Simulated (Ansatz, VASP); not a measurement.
## In: VASP beside Ansatz

```xyz
1
Lattice="-1.9079 1.9079 1.9079 1.9079 -1.9079 1.9079 1.9079 1.9079 -1.9079" Properties=species:S:1:pos:R:3 pbc="T T T"
In    0.0000    0.0000    0.0000
```

Alike in both runs: functional PBE; k mesh 17 × 17 × 17; occupations fermi-dirac, width 0.05 eV; no spin polarisation.

Ansatz relaxed the structure, and its values are those at the end. VASP's run is a single point on that final structure, the one shown.

|  | VASP | Ansatz |
| --- | --- | --- |
| version | VASP 6.6.1 | Ansatz 0.2.0 |
| potentials or method | VASP PAW PBE potentials, release 64 (In_d) | PAW with Ansatz's default frozen-core files, scalar-relativistic |
| plane-wave cutoff (eV) | 520 | 420 |
| valence electrons in the cell | 13 | 13 |

|  | VASP | Ansatz | Ansatz less VASP |
| --- | --- | --- | --- |
| pressure (GPa) | 0.0 | 0.0 | +0.03 |
